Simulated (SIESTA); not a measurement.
## Hg in SIESTA: the effect of pseudo set

Slab: Hg, a slab with vacuum.

```
Hg
1.0
     3.02922    0.00000    0.00000
     0.26578    3.01754    0.00000
     0.00000    0.00000   24.11940
Hg
4
Direct
  0.61708 0.61708 0.31095
  0.69513 0.69513 0.43698
  0.77318 0.77318 0.56302
  0.85124 0.85124 0.68905
```

The slab is cut from a database's or a generator's crystal, which needn't be the stable form of the element.

Alike in all runs:

* Program: SIESTA 5.4.2
* Task: single point
* Functional: PBE
* Basis: DZP (energy shift 0.003 Ry; two zetas on semicore shells)
* Grid cutoff: 800 Ry
* Energy shift: 0.003 Ry
* k mesh: 9 × 9 × 1
* Occupations: fermi-dirac, width 0.05 eV
* Spin: no spin polarisation

```tsv
pseudo set	largest force (eV/Å)
PseudoDojo 0.4 standard	0.16
PseudoDojo 0.4 stringent	0.14
PseudoDojo 0.5 standard	0.16
SG15 1.2	?
SPMS 1.0	0.46
Ansatz NC	0.16
```

**Question.** What does the run with pseudo set SG15 1.2 give?

**Answer.** Largest force 0.55 eV/Å.
